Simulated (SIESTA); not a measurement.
The system is BAs.

```
As B
1.0
     0.00000    2.38850    2.38850
     2.38850    0.00000    2.38850
     2.38850    2.38850    0.00000
As B
1 1
Cartesian
  3.5827 3.5827 3.5827
  0.0000 0.0000 0.0000
```

```yaml
Program: SIESTA 5.4.2
Task: single point
Functional: PBE
Potentials_or_basis: PseudoDojo 0.4 standard (PBE files)
Basis: DZP (energy shift 0.003 Ry; two zetas on semicore shells)
Grid_cutoff: 500 Ry
Energy_shift: 0.003 Ry
k_mesh: 10 × 10 × 10
Occupations: fermi-dirac, width 0.05 eV
Spin: no spin polarisation
```

On this cell: pressure 4.7 GPa; largest force zero by symmetry; band gap on the k mesh 1.34 eV, indirect (least direct gap 3.36 eV).

The same run follows on a disturbed copy (atoms moved at random, drawn with an rms of 0.05 Å):

```xyz
2
Lattice="0.0000 2.3885 2.3885 2.3885 0.0000 2.3885 2.3885 2.3885 0.0000" Properties=species:S:1:pos:R:3 pbc="T T T"
As    3.5380    3.5381    3.5809
B    -0.0887   -0.0276   -0.0453
```

**Question.** What does the disturbed cell give?

**Answer.** The energy moves by +16.9 meV/atom; pressure 5.0 GPa; largest force 1.043 eV/Å; band gap on the k mesh 0.81 eV, indirect (least direct gap 2.45 eV).

Forces in eV/Å, atoms in the order of the input:
```
As  -0.729  0.199 -0.717
B    0.730 -0.198  0.719
```

Stress tensor (GPa, compression positive):
```
 4.97  2.05 -0.46
 2.05  5.13  2.07
-0.46  2.07  4.97
```

Caveats: the basis of atomic orbitals isn't converged, which shifts pressures, moduli and gaps.

A k mesh can miss the band edges.
